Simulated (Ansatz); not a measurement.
**Ni: one cell, many SCF starts**

How much does the result for Ni depend on the starting moments? The same cell is run from several starts. System: Ni, its deposited structure (space group Fm-3m, primitive cell doubled); the cell holds 2 atoms. Source: COD entry 2100661; the sample's temperature and pressure aren't taken into account.

Computed with Ansatz 0.2.0 (DFT PBE, PAW, plane waves, scalar-relativistic, unless a step's input says otherwise).

## Step 1: The system as given

It takes space group Fm-3m (No. 225, cubic). Conventional cell: a = 3.521 Å, b = 3.521 Å, c = 3.521 Å, α = 90.00°, β = 90.00°, γ = 90.00°. Ni (site symmetry m-3m) is surrounded by 12 Ni at 2.49 Å.

As a file:

```
Ni
1.0
     0.00000    1.76037    1.76037
     1.76037    0.00000    1.76037
     3.52073    3.52073    0.00000
Ni
2
Direct
  0.00000 0.00000 0.00000
  0.00000 0.00000 0.50000
```

Labels such as Ni2 number the atoms in the order of the input file.

Planned first: parallel moments, plain SCF; opposed moments +-, plain SCF; no spin polarisation; spin on, no moments given (the program may seed its own), plain SCF. Further starts follow from what these give.

A plain SCF has the search for lower states switched off and ends at the first converged state. 

Site moments are integrals over atomic spheres and don't add up to the total.

## Step 2: Parallel moments, plain SCF

input.yaml reads:

```yaml
crystal:
  lattice:
    - [0.0, 1.76036667, 1.76036667]
    - [1.76036667, 0.0, 1.76036667]
    - [3.52073333, 3.52073333, 0.0]
  atoms:
    - { symbol: Ni, position: [0.0, 0.0, 0.0], spin: 2.0 }
    - { symbol: Ni, position: [0.0, 0.0, 0.5], spin: 2.0 }
magnetization:
  spin_polarized: true
hamiltonian:
  xc: pbe
  pseudopotentials: { kind: paw }
basis:
  ecutwfc: 420
kpoints:
  mp_grid: { grid: [13, 13, 7] }
scf:
  occupations: { method: gaussian, width: 0.1 }
  lower_state_search: "off"
output:
  forces: true
  stress: true
```

Output, shortened:

```text
Warning: crystal.symmetry: narrowed to the stabiliser of the k-point mesh — unitary ops 24 → 8; excluded 16 operations that carry a point of the 13×13×7 mesh (shift [0, 0, 0]) off the mesh (the run samples exactly the mesh kpoints.mp_grid names, as under crystal.symmetry.detect: false, [...]
Pseudopotentials: kind: paw
Pseudopotential: Ni, paw, valence charge 18, recommended cutoff 420 eV (normal), Ni.paw.azcp
Functional definition: PBE
[...]
Crystal: 2 atoms, lattice volume = 21.821 Å³
Basis set: ecut = 420 eV, 391 PW (Γ), exchange–correlation on 36×36×72 points (8 copies of the dense FFT grid, shifted against one another)
Bands: 24, of which v1, the nominal top of the filled ones, is band 18 counted from 1 (17 counted from 0)
Symmetry: 8 space group operations
k-points: 322 of 1183
[...]
Starting moments: Σ|m| = 4 μB on 2 of 2 sites
[...]
SCF iter   1: F=—  HF=-11678.900456 eV  |F-HF|=—  |Δ(HF+E_count)|=         —  Δρ=1.27e-1 (↑1.16e-1 ↓1.27e-1)  dr2=1.87e-2  dr2_m=2.93e0  M=1.874 μB ∫|m|=2.085 μB  β_m=0.30  ethr=5.21e-5  ⟨swp⟩=1.1  Hψ=76411  notcnv=0
[...]
spin-set hold released at iteration 1 (the charge has settled, or the pull on large starting moments outlasts its swing): the magnetisation degrees of freedom join the quasi-Newton model from the next iteration; the mixer history was flushed
[...]
SCF iter  10: F=-11679.451557 eV  HF=-11679.451557 eV  |F-HF|=9.28e-10  |Δ(HF+E_count)|=   1.57e-8  Δρ=4.48e-6 (↑3.07e-6 ↓4.48e-6)  dr2=2.66e-9  dr2_m=9.02e-10  M=1.239 μB ∫|m|=1.421 μB  ethr=8.56e-11  ⟨swp⟩=2.6  Hψ=48736  notcnv=0
[...]
SCF converged after 10 iterations
Magnetization: 1.2393 μB (18.6197 up, 17.3803 down)
Absolute magnetization: 1.4222 μB (∫|ρ↑−ρ↓|, with the PAW one-centre terms)
Spin contamination: 0.0136 ħ² per cell (⟨S²⟩ above its minimum at these occupations)
Per-site moments (μB) at R_I (Å): [(0.658234372332072, 1.0269329460841758), (0.658234372332072, 1.0269329460841758)]
Free energy (F): -11679.451557 eV
[...]
E sigma→0 (E₀):  -11679.443016 eV
Entropy (-TS):   -0.017082 eV (-8.541 meV/atom)
Fermi energy:    18.129160 eV
[...]
--- Forces (eV/Å), atoms counted from 1 ---
  atom   1  Ni     0.00000000    -0.00000000     0.00000000
  atom   2  Ni     0.00000000    -0.00000000     0.00000000
[...]
--- Stress (GPa, compression-positive) ---
       -0.529878       0.096496       0.044231
        0.096496      -0.529878       0.044231
        0.044232       0.044232      -0.526806
  P = ⅓ Tr σ = -0.5289 GPa (-5.289 kbar)
```

Wall time 11 s (2 threads of an Arm CPU, shared host); peak memory 0.49 GiB.

Result: ferromagnetic, site moments Ni1 0.66, Ni2 0.66 μB, total 1.24 μB per cell, no gap on the k-mesh.

## Step 3: Opposed moments +-, plain SCF

input.yaml: that of step 2 with these lines changed.

```diff
@@ -7,3 +7,3 @@
     - { symbol: Ni, position: [0.0, 0.0, 0.0], spin: 2.0 }
-    - { symbol: Ni, position: [0.0, 0.0, 0.5], spin: 2.0 }
+    - { symbol: Ni, position: [0.0, 0.0, 0.5], spin: -2.0 }
 magnetization:
```

Output, shortened:

```text
Warning: crystal.symmetry: narrowed to the stabiliser of the k-point mesh — unitary ops 12 → 4; excluded 8 operations that carry a point of the 13×13×7 mesh (shift [0, 0, 0]) off the mesh (the run samples exactly the mesh kpoints.mp_grid names, as under crystal.symmetry.detect: false, and [...]
[... 11 lines as in an earlier run ...]
Symmetry: 4 space group operations
[... 5 lines as in an earlier run ...]
Starting moments: Σ|m| = 4 μB on 2 of 2 sites
[... 2 lines as in an earlier run ...]
spin-down is spin-up translated by (0, 0, 0.5): one eigenproblem is solved per k-point and the antiferromagnetic symmetry of the starting moments is kept exactly by this SCF (crystal.symmetry.spin_inversion_symmetry: false solves both channels; [...]
SCF iter   1: F=—  HF=-11678.648679 eV  |F-HF|=—  |Δ(HF+E_count)|=         —  Δρ=1.33e-1 (↑1.33e-1 ↓1.33e-1)  dr2=3.97e-2  dr2_m=3.53e0  M=0.000 μB ∫|m|=1.927 μB  β_m=0.30  ethr=1.11e-4  ⟨swp⟩=1.2  Hψ=38530  notcnv=0
[...]
[... 1 line as in an earlier run ...]
[...]
SCF iter  12: F=-11679.341157 eV  HF=-11679.341157 eV  |F-HF|=1.46e-9  |Δ(HF+E_count)|=   1.01e-8  Δρ=3.14e-6 (↑3.14e-6 ↓3.14e-6)  dr2=8.67e-10  dr2_m=1.15e-9  M=0.000 μB ∫|m|=0.637 μB  ethr=4.35e-11  ⟨swp⟩=2.0  Hψ=24138  notcnv=0
[...]
SCF converged after 12 iterations
Magnetization: 0.0000 μB (18.0000 up, 18.0000 down)
Absolute magnetization: 0.6375 μB (∫|ρ↑−ρ↓|, with the PAW one-centre terms)
Spin contamination: 0.2404 ħ² per cell (⟨S²⟩ above its minimum at these occupations)
Per-site moments (μB) at R_I (Å): [(0.3112845796464468, 1.0269329460841758), (-0.3112845796464468, 1.0269329460841758)]
Free energy (F): -11679.341157 eV
[...]
E sigma→0 (E₀):  -11679.326054 eV
Entropy (-TS):   -0.030206 eV (-15.103 meV/atom)
Fermi energy:    17.953639 eV
[...]
--- Forces (eV/Å), atoms counted from 1 ---
  atom   1  Ni     0.00000000     0.00000000     0.00000000
  atom   2  Ni     0.00000000     0.00000000     0.00000000
[...]
--- Stress (GPa, compression-positive) ---
       -0.972473       0.408056      -0.453273
        0.408056      -0.972473      -0.453273
       -0.453281      -0.453281      -1.130451
  P = ⅓ Tr σ = -1.0251 GPa (-10.251 kbar)
```

It took 6.6 s on 2 threads of an Arm CPU, shared host; peak memory 0.46 GiB.

The state reached is antiferromagnetic (magnetic neighbours of Ni1 with a moment over 0.3 of its own that point the other way: 6 of 12 at 2.49 Å, 6 of 6 at 3.52 Å), site moments Ni1 0.31, Ni2 -0.31 μB, total 0.00 μB per cell, no gap on the k-mesh. It lies 55.2 meV/atom above the lowest state so far (step 2).

## Step 4: No spin polarisation

input.yaml: that of step 3 with these lines changed.

```diff
@@ -6,6 +6,4 @@
   atoms:
-    - { symbol: Ni, position: [0.0, 0.0, 0.0], spin: 2.0 }
-    - { symbol: Ni, position: [0.0, 0.0, 0.5], spin: -2.0 }
-magnetization:
-  spin_polarized: true
+    - { symbol: Ni, position: [0.0, 0.0, 0.0] }
+    - { symbol: Ni, position: [0.0, 0.0, 0.5] }
 hamiltonian:
```

Output, shortened:

```text
[... 11 lines as in an earlier run ...]
Bands: 22, of which v1, the nominal top of the filled ones, is band 18 counted from 1 (17 counted from 0)
[... 5 lines as in an earlier run ...]
[...]
[... 2 lines as in an earlier run ...]
SCF iter   1: F=—  HF=-11679.334152 eV  |F-HF|=—  |Δ(HF+E_count)|=         —  Δρ=3.64e-3  dr2=5.06e-4  ethr=1.77e-3  ⟨swp⟩=4.5  Hψ=25681  notcnv=0
[...]
SCF iter   6: F=-11679.334361 eV  HF=-11679.334361 eV  |F-HF|=2.27e-10  |Δ(HF+E_count)|=   1.98e-8  Δρ=5.40e-6  dr2=1.19e-9  ethr=1.35e-10  ⟨swp⟩=3.0  Hψ=25912  notcnv=0
[...]
SCF converged after 6 iterations
Free energy (F): -11679.334361 eV
[...]
E sigma→0 (E₀):  -11679.314443 eV
Entropy (-TS):   -0.039835 eV (-19.918 meV/atom)
Fermi energy:    17.929959 eV
[...]
--- Forces (eV/Å), atoms counted from 1 ---
  atom   1  Ni     0.00000000    -0.00000000     0.00000000
  atom   2  Ni    -0.00000000    -0.00000000     0.00000000
[...]
--- Stress (GPa, compression-positive) ---
       -1.432702       0.059380      -0.110601
        0.059380      -1.432702      -0.110601
       -0.110602      -0.110602      -1.610560
  P = ⅓ Tr σ = -1.4920 GPa (-14.920 kbar)
```

Run time: 3.4 s. Hardware: 2 threads of an Arm CPU, shared host; peak memory 0.39 GiB.

End: non-magnetic (no spin polarisation), no gap on the k-mesh. It lies 58.6 meV/atom above the lowest state so far (step 2).

## Step 5: Spin on, no moments given (the program may seed its own), plain SCF

input.yaml: that of step 4 with these lines changed.

```diff
@@ -21 +21,3 @@
   stress: true
+magnetization:
+  spin_polarized: true
```

Output, shortened:

```text
[... 1 line as in an earlier run ...]
band count auto-derived: 24 (N_el = 36.0; filled up to band 18; 22 by the electrons, moments and atoms)
[... 19 lines as in an earlier run ...]
[...]
SCF iter   1: F=—  HF=-11678.053065 eV  |F-HF|=—  |Δ(HF+E_count)|=         —  Δρ=1.82e-1 (↑1.78e-1 ↓1.82e-1)  dr2=1.90e-2  dr2_m=6.45e0  M=2.556 μB ∫|m|=2.556 μB  ethr=3.56e-4  ⟨swp⟩=1.3  Hψ=38586  notcnv=0
[...]
SCF iter  11: F=-11679.451557 eV  HF=-11679.451557 eV  |F-HF|=2.31e-10  |Δ(HF+E_count)|=   1.16e-8  Δρ=5.66e-6 (↑2.66e-6 ↓5.66e-6)  dr2=1.86e-9  dr2_m=1.91e-9  M=1.239 μB ∫|m|=1.421 μB  ethr=2.78e-10  ⟨swp⟩=4.0  Hψ=47347  notcnv=0
[...]
SCF converged after 11 iterations
Magnetization: 1.2393 μB (18.6197 up, 17.3803 down)
Absolute magnetization: 1.4222 μB (∫|ρ↑−ρ↓|, with the PAW one-centre terms)
Spin contamination: 0.0136 ħ² per cell (⟨S²⟩ above its minimum at these occupations)
Per-site moments (μB) at R_I (Å): [(0.6582388403326299, 1.0269329460841758), (0.6582388403326299, 1.0269329460841758)]
Free energy (F): -11679.451557 eV
[...]
E sigma→0 (E₀):  -11679.443016 eV
Entropy (-TS):   -0.017082 eV (-8.541 meV/atom)
Fermi energy:    18.129146 eV
[... 24 lines left out: energy terms, forces, stress ...]
```

Run time: 10 s. Hardware: 2 threads of an Arm CPU, shared host; peak memory 0.49 GiB.

The run ends in the same state as step 2 (ferromagnetic); it took 11 iterations.

## Step 6: Parallel moments scaled by 0.1, plain SCF

input.yaml: that of step 5 with these lines changed.

```diff
@@ -6,4 +6,6 @@
   atoms:
-    - { symbol: Ni, position: [0.0, 0.0, 0.0] }
-    - { symbol: Ni, position: [0.0, 0.0, 0.5] }
+    - { symbol: Ni, position: [0.0, 0.0, 0.0], spin: 0.2 }
+    - { symbol: Ni, position: [0.0, 0.0, 0.5], spin: 0.2 }
+magnetization:
+  spin_polarized: true
 hamiltonian:
@@ -21,3 +23 @@
   stress: true
-magnetization:
-  spin_polarized: true
```

Output, shortened:

```text
[... 11 lines as in an earlier run ...]
Bands: 23, of which v1, the nominal top of the filled ones, is band 18 counted from 1 (17 counted from 0)
[... 6 lines as in an earlier run ...]
Starting moments: Σ|m| = 0.4 μB on 2 of 2 sites
[... 2 lines as in an earlier run ...]
[...]
SCF iter   1: F=—  HF=-11679.360918 eV  |F-HF|=—  |Δ(HF+E_count)|=         —  Δρ=4.54e-2 (↑4.54e-2 ↓1.83e-2)  dr2=1.25e-1  dr2_m=1.68e-1  M=0.693 μB ∫|m|=0.703 μB  β_m=1.00  ethr=3.48e-4  ⟨swp⟩=1.0  Hψ=73355  notcnv=0
[...]
spin-set hold released at iteration 5 (site moments contracting): the magnetisation degrees of freedom join the quasi-Newton model from the next iteration; the mixer history was flushed
[...]
SCF iter  12: F=-11679.451557 eV  HF=-11679.451557 eV  |F-HF|=5.00e-10  |Δ(HF+E_count)|=   4.85e-8  Δρ=9.35e-6 (↑2.67e-6 ↓9.35e-6)  dr2=4.98e-9  dr2_m=5.89e-9  M=1.239 μB ∫|m|=1.421 μB  ethr=2.78e-10  ⟨swp⟩=3.0  Hψ=56861  notcnv=0
[...]
SCF converged after 12 iterations
Magnetization: 1.2393 μB (18.6196 up, 17.3804 down)
Absolute magnetization: 1.4221 μB (∫|ρ↑−ρ↓|, with the PAW one-centre terms)
Spin contamination: 0.0136 ħ² per cell (⟨S²⟩ above its minimum at these occupations)
Per-site moments (μB) at R_I (Å): [(0.658217489660169, 1.0269329460841758), (0.658217489660169, 1.0269329460841758)]
Free energy (F): -11679.451557 eV
[...]
E sigma→0 (E₀):  -11679.443016 eV
Entropy (-TS):   -0.017083 eV (-8.541 meV/atom)
Fermi energy:    18.129164 eV
[... 24 lines left out: energy terms, forces, stress ...]
```

Wall time 12 s (2 threads of an Arm CPU, shared host); peak memory 0.47 GiB.

This is the state of step 2 again (ferromagnetic), after 12 iterations.

## Step 7: Moments ++ scaled by 0.65, plain SCF

input.yaml: that of step 6 with these lines changed.

```diff
@@ -6,4 +6,4 @@
   atoms:
-    - { symbol: Ni, position: [0.0, 0.0, 0.0], spin: 0.2 }
-    - { symbol: Ni, position: [0.0, 0.0, 0.5], spin: 0.2 }
+    - { symbol: Ni, position: [0.0, 0.0, 0.0], spin: 1.3 }
+    - { symbol: Ni, position: [0.0, 0.0, 0.5], spin: 1.3 }
 magnetization:
```

Output, shortened:

```text
[... 18 lines as in an earlier run ...]
Starting moments: Σ|m| = 2.6 μB on 2 of 2 sites
[... 2 lines as in an earlier run ...]
[...]
SCF iter   1: F=—  HF=-11679.282958 eV  |F-HF|=—  |Δ(HF+E_count)|=         —  Δρ=5.99e-2 (↑3.86e-2 ↓5.99e-2)  dr2=6.15e-2  dr2_m=4.65e-1  M=1.562 μB ∫|m|=1.666 μB  β_m=0.30  ethr=1.71e-4  ⟨swp⟩=1.0  Hψ=76320  notcnv=0
[...]
spin-set hold released at iteration 7 (site moments contracting): the magnetisation degrees of freedom join the quasi-Newton model from the next iteration; the mixer history was flushed
[...]
SCF iter  14: F=-11679.451557 eV  HF=-11679.451557 eV  |F-HF|=2.55e-10  |Δ(HF+E_count)|=   1.04e-7  Δρ=6.86e-6 (↑2.45e-6 ↓6.86e-6)  dr2=2.13e-9  dr2_m=3.18e-9  M=1.239 μB ∫|m|=1.421 μB  ethr=4.95e-11  ⟨swp⟩=3.7  Hψ=44269  notcnv=0
[...]
SCF converged after 14 iterations
Magnetization: 1.2393 μB (18.6196 up, 17.3804 down)
Absolute magnetization: 1.4222 μB (∫|ρ↑−ρ↓|, with the PAW one-centre terms)
Spin contamination: 0.0136 ħ² per cell (⟨S²⟩ above its minimum at these occupations)
Per-site moments (μB) at R_I (Å): [(0.6582294005441137, 1.0269329460841758), (0.6582294005441137, 1.0269329460841758)]
Free energy (F): -11679.451557 eV
[...]
E sigma→0 (E₀):  -11679.443016 eV
Entropy (-TS):   -0.017082 eV (-8.541 meV/atom)
Fermi energy:    18.129149 eV
[... 24 lines left out: energy terms, forces, stress ...]
```

It took 12 s on 2 threads of an Arm CPU, shared host; peak memory 0.48 GiB.

This is the state of step 2 again (ferromagnetic), after 14 iterations.

## Step 8: A moment on one site alone, plain SCF

input.yaml: that of step 7 with these lines changed.

```diff
@@ -6,4 +6,4 @@
   atoms:
-    - { symbol: Ni, position: [0.0, 0.0, 0.0], spin: 1.3 }
-    - { symbol: Ni, position: [0.0, 0.0, 0.5], spin: 1.3 }
+    - { symbol: Ni, position: [0.0, 0.0, 0.0], spin: 2.0 }
+    - { symbol: Ni, position: [0.0, 0.0, 0.5] }
 magnetization:
```

Output, shortened:

```text
[... 18 lines as in an earlier run ...]
Starting moments: Σ|m| = 2 μB on 1 of 2 sites
[... 2 lines as in an earlier run ...]
SCF iter   1: F=—  HF=-11679.247423 eV  |F-HF|=—  |Δ(HF+E_count)|=         —  Δρ=1.08e-1 (↑1.08e-1 ↓4.03e-2)  dr2=2.86e0  dr2_m=6.57e-1  M=1.372 μB ∫|m|=1.485 μB  β_m=0.30  ethr=3.10e-3  ⟨swp⟩=4.6  Hψ=53400  notcnv=0
[...]
spin-set hold released at iteration 5 (the charge has settled, or the pull on large starting moments outlasts its swing): the magnetisation degrees of freedom join the quasi-Newton model from the next iteration; the mixer history was flushed
[...]
SCF iter  21: F=-11679.451557 eV  HF=-11679.451557 eV  |F-HF|=2.14e-8  |Δ(HF+E_count)|=   1.88e-8  Δρ=1.02e-5 (↑7.19e-6 ↓1.02e-5)  dr2=2.68e-8  dr2_m=5.92e-9  M=1.239 μB ∫|m|=1.421 μB  ethr=2.78e-10  ⟨swp⟩=2.9  Hψ=57450  notcnv=0
[...]
SCF converged after 21 iterations
Magnetization: 1.2393 μB (18.6197 up, 17.3803 down)
Absolute magnetization: 1.4222 μB (∫|ρ↑−ρ↓|, with the PAW one-centre terms)
Spin contamination: 0.0136 ħ² per cell (⟨S²⟩ above its minimum at these occupations)
Per-site moments (μB) at R_I (Å): [(0.6582340754351558, 1.0269329460841758), (0.658244869002309, 1.0269329460841758)]
Free energy (F): -11679.451557 eV
[...]
E sigma→0 (E₀):  -11679.443016 eV
Entropy (-TS):   -0.017082 eV (-8.541 meV/atom)
Fermi energy:    18.129227 eV
[... 24 lines left out: energy terms, forces, stress ...]
```

It took 17 s on 2 threads of an Arm CPU, shared host; peak memory 0.48 GiB.

Nothing new: the 21 iterations lead to the state found in step 2 (ferromagnetic).

## Step 9: Parallel moments, spin not held back in the first iterations, no switch to direct minimisation

input.yaml: that of step 8 with these lines changed.

```diff
@@ -7,3 +7,3 @@
     - { symbol: Ni, position: [0.0, 0.0, 0.0], spin: 2.0 }
-    - { symbol: Ni, position: [0.0, 0.0, 0.5] }
+    - { symbol: Ni, position: [0.0, 0.0, 0.5], spin: 2.0 }
 magnetization:
@@ -20,2 +20,4 @@
   lower_state_search: "off"
+  algorithm: density_mixing
+  mixing: { spin_hold: "off" }
 output:
```

Output, shortened:

```text
[... 18 lines as in an earlier run ...]
Starting moments: Σ|m| = 4 μB on 2 of 2 sites
[... 2 lines as in an earlier run ...]
[...]
SCF iter   1: F=—  HF=-11678.831498 eV  |F-HF|=—  |Δ(HF+E_count)|=         —  Δρ=1.24e-1 (↑1.12e-1 ↓1.24e-1)  dr2=2.16e-2  dr2_m=2.75e0  M=1.869 μB ∫|m|=2.015 μB  β_m=0.30  ethr=6.01e-5  ⟨swp⟩=1.0  Hψ=76363  notcnv=0
[...]
SCF iter  10: F=-11679.451557 eV  HF=-11679.451557 eV  |F-HF|=9.64e-10  |Δ(HF+E_count)|=  6.73e-11  Δρ=6.59e-6 (↑2.76e-6 ↓6.59e-6)  dr2=3.61e-9  dr2_m=1.93e-9  M=1.239 μB ∫|m|=1.421 μB  ethr=2.27e-10  ⟨swp⟩=2.8  Hψ=49168  notcnv=0
[...]
SCF converged after 10 iterations
Magnetization: 1.2393 μB (18.6197 up, 17.3803 down)
Absolute magnetization: 1.4222 μB (∫|ρ↑−ρ↓|, with the PAW one-centre terms)
Spin contamination: 0.0136 ħ² per cell (⟨S²⟩ above its minimum at these occupations)
Per-site moments (μB) at R_I (Å): [(0.6582334357627513, 1.0269329460841758), (0.6582334357627513, 1.0269329460841758)]
Free energy (F): -11679.451557 eV
[...]
E sigma→0 (E₀):  -11679.443016 eV
Entropy (-TS):   -0.017082 eV (-8.541 meV/atom)
Fermi energy:    18.129114 eV
[... 24 lines left out: energy terms, forces, stress ...]
```

Wall time 9.9 s (2 threads of an Arm CPU, shared host); peak memory 0.49 GiB.

The run ends in the same state as step 2 (ferromagnetic); it took 10 iterations.

## Step 10: All ends together

| step | iterations | state | moments of Ni1 Ni2 (μB) | total (μB) | gap (eV) | pressure (GPa) | above lowest (meV/atom) |
| --- | --- | --- | --- | --- | --- | --- | --- |
| 2 | 10 | 1 | 0.66 0.66 | 1.24 | none | -0.5 | 0.0 |
| 3 | 12 | 2 | 0.31 -0.31 | 0.00 | none | -1.0 | 55.2 |
| 4 | 6 | 3 | 0.00 0.00 | 0.00 | none | -1.5 | 58.6 |
| 5 | 11 | 1 | 0.66 0.66 | 1.24 | none | -0.5 | 0.0 |
| 6 | 12 | 1 | 0.66 0.66 | 1.24 | none | -0.5 | 0.0 |
| 7 | 14 | 1 | 0.66 0.66 | 1.24 | none | -0.5 | 0.0 |
| 8 | 21 | 1 | 0.66 0.66 | 1.24 | none | -0.5 | 0.0 |
| 9 | 10 | 1 | 0.66 0.66 | 1.24 | none | -0.5 | 0.0 |

States are numbered from the lowest. Starts by step: 2 parallel moments, plain SCF; 3 opposed moments +-, plain SCF; 4 no spin polarisation; 5 spin on, no moments given (the program may seed its own), plain SCF; 6 parallel moments scaled by 0.1, plain SCF; 7 moments ++ scaled by 0.65, plain SCF; 8 a moment on one site alone, plain SCF; 9 parallel moments, spin not held back in the first iterations, no switch to direct minimisation.

The 8 runs of this session took 82 s in all, from 3.4 s to 17 s each.

Decimal logarithm of the largest residual (eV) by iteration, counted through all cycles of a run (7 of the 8 runs):

| iteration | step 2 | step 3 | step 4 | step 5 | step 6 | step 7 | step 8 |
| --- | --- | --- | --- | --- | --- | --- | --- |
| 1 | 0.5 | 0.5 | -3.3 | 0.8 | -0.8 | -0.3 | 0.5 |
| 2 | 0.2 | 0.4 | -4.1 | -0.4 | -1.1 | -0.5 | 1.0 |
| 3 | -0.6 | -0.8 | -4.9 | -0.6 | -1.4 | -0.7 | 0.1 |
| 4 | -1.8 | -1.2 | -6.4 | -0.8 | -2.0 | -0.9 | 0.1 |
| 5 | -3.1 | -2.1 | -7.3 | -2.3 | -2.6 | -1.1 | -0.1 |
| 6 | -3.1 | -3.1 | -8.9 | -2.9 | -2.4 | -1.3 | 0.5 |
| 8 | -5.7 | -4.4 | - | -5.1 | -3.5 | -1.7 | -0.5 |
| 10 | -8.6 | -6.5 | - | -6.9 | -4.6 | -3.2 | -1.4 |
| 12 | - | -8.9 | - | - | -8.2 | -5.9 | -1.7 |
| 14 | - | - | - | - | - | -8.5 | -2.1 |
| 16 | - | - | - | - | - | - | -1.3 |
| 17 | - | - | - | - | - | - | -3.0 |
| 19 | - | - | - | - | - | - | -5.2 |
| 21 | - | - | - | - | - | - | -7.6 |

## Step 11: Outcome

| quantity | value |
| --- | --- |
| distinct states | 3 from 8 converged runs |
| lowest state from plain starts | ferromagnetic |
| its moments | Ni1 0.66, Ni2 0.66 μB |
| total moment | 1.24 μB per cell |
| gap on the k-mesh | none |
| pressure | -0.5 GPa |
| largest force | 0.000 eV/Å |
| next state | antiferromagnetic, 55.2 meV/atom higher |
| highest state | non-magnetic (no spin polarisation), 58.6 meV/atom higher |

In words: Distinct end states: 3, from 8 converged runs. Switching spin polarisation off costs 58.6 meV/atom in free energy, smearing entropy included. The best antiferromagnetic state lies 55.2 meV/atom above the best ferromagnetic one. A lower state than any found can't be excluded. The mesh has less symmetry than the lattice, which lowers the symmetry of the run.
